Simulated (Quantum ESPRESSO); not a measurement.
A run of Quantum ESPRESSO 7.5 is set up as follows.

Contents of pw.in:

```
&CONTROL
  calculation = 'scf'
  prefix = 'pwscf'
  outdir = './tmp'
  pseudo_dir = './pseudo'
  tprnfor = .true.
  tstress = .true.
  disk_io = 'low'
/
&SYSTEM
  ibrav = 0
  celldm(1) = 8
  nat = 5
  ntyp = 3
  ecutwfc = 45
  ecutrho = 360
  nbnd = 28
  occupations = 'smearing'
  smearing = 'fd'
  degauss = 0.00367493
/
&ELECTRONS
  conv_thr = 1d-09
  electron_maxstep = 120
  mixing_beta = 0.5
/
ATOMIC_SPECIES
Ba   137.3270 ba_pbe_v1.uspp.F.UPF
Ti    47.8670 ti_pbe_v1.4.uspp.F.UPF
O     15.9990 o_pbe_v1.2.uspp.F.UPF
CELL_PARAMETERS alat
  0.9448158191598   0.0000000000000   0.0000000000000
  0.0000000000000   0.9448158191598   0.0000000000000
  0.0000000000000   0.0000000000000   0.9491149460933
ATOMIC_POSITIONS crystal
Ba     0.0000000000    0.0000000000    0.0000000000
Ti     0.5000000000    0.5000000000    0.4900000000
O      0.0000000000    0.5000000000    0.5170000000
O      0.5000000000    0.0000000000    0.5170000000
O      0.5000000000    0.5000000000    0.0190000000
K_POINTS automatic
4 4 4 0 0 0
```

File scf2.in:

```
&CONTROL
  calculation = 'scf'
  prefix = 'pwscf'
  outdir = './tmp'
  pseudo_dir = './pseudo'
  tprnfor = .true.
  tstress = .true.
  disk_io = 'low'
/
&SYSTEM
  ibrav = 0
  celldm(1) = 8
  nat = 5
  ntyp = 3
  ecutwfc = 45
  ecutrho = 360
  nbnd = 28
  occupations = 'fixed'
/
&ELECTRONS
  conv_thr = 1d-13
  electron_maxstep = 120
  mixing_beta = 0.5
  startingpot = 'file'
  startingwfc = 'file'
/
ATOMIC_SPECIES
Ba   137.3270 ba_pbe_v1.uspp.F.UPF
Ti    47.8670 ti_pbe_v1.4.uspp.F.UPF
O     15.9990 o_pbe_v1.2.uspp.F.UPF
CELL_PARAMETERS alat
  0.9448158191598   0.0000000000000   0.0000000000000
  0.0000000000000   0.9448158191598   0.0000000000000
  0.0000000000000   0.0000000000000   0.9491149460933
ATOMIC_POSITIONS crystal
Ba     0.0000000000    0.0000000000    0.0000000000
Ti     0.5000000000    0.5000000000    0.4900000000
O      0.0000000000    0.5000000000    0.5170000000
O      0.5000000000    0.0000000000    0.5170000000
O      0.5000000000    0.5000000000    0.0190000000
K_POINTS automatic
4 4 4 0 0 0
```

Contents of ph.in:

```
dielectric of BaTiO3
&INPUTPH
  prefix = 'pwscf'
  outdir = './tmp'
  tr2_ph = 1d-18
  fildyn = 'dyn'
  niter_ph = 90
  alpha_mix(1) = 0.7
  epsil = .true.
  trans = .false.
  zeu = .true.
/
0.0000000000 0.0000000000 0.0000000000
```

Potentials or basis: GBRV 1.5 PBE.

Command:

```bash
$ OMP_NUM_THREADS=1 pw.x -in pw.in > pw.out
$ OMP_NUM_THREADS=1 pw.x -in scf2.in > scf2.out
$ OMP_NUM_THREADS=1 ph.x -in ph.in > ph.out
```

Problem. Predict the electronic dielectric tensor (diagonal).

Solution. 6.77, 6.77, 6.38.

Problem. Estimate the Born charges (mean of the diagonal).

Solution. Ba +2.79; Ti +7.10; O -3.42, -3.21 e.

Problem. Predict the pressure.

Solution. 3.4 GPa.

Problem. What does it give for the band gap on the k mesh?

Solution. 1.81 eV, indirect (least direct gap 2.08 eV).

Problem. Predict the largest force.

Solution. 0.329 eV/Å.

Stress tensor (GPa, compression positive):
```
3.13 0.00 0.00
0.00 3.13 0.00
0.00 0.00 4.07
```

Caveat: the mesh is thin for the dielectric tensor, Born charges and intensities, which usually come out too large; the cell is more than 3 GPa from zero pressure, which shifts response properties; on a mesh that holds Γ this program's dielectric tensor can be off by some percent beyond the error of the mesh; spin-orbit coupling is left out, which moves the levels of the heavy elements; the Born charges break their sum rule by 0.15 e, a sign of too thin a mesh. A k mesh can miss the band edges.
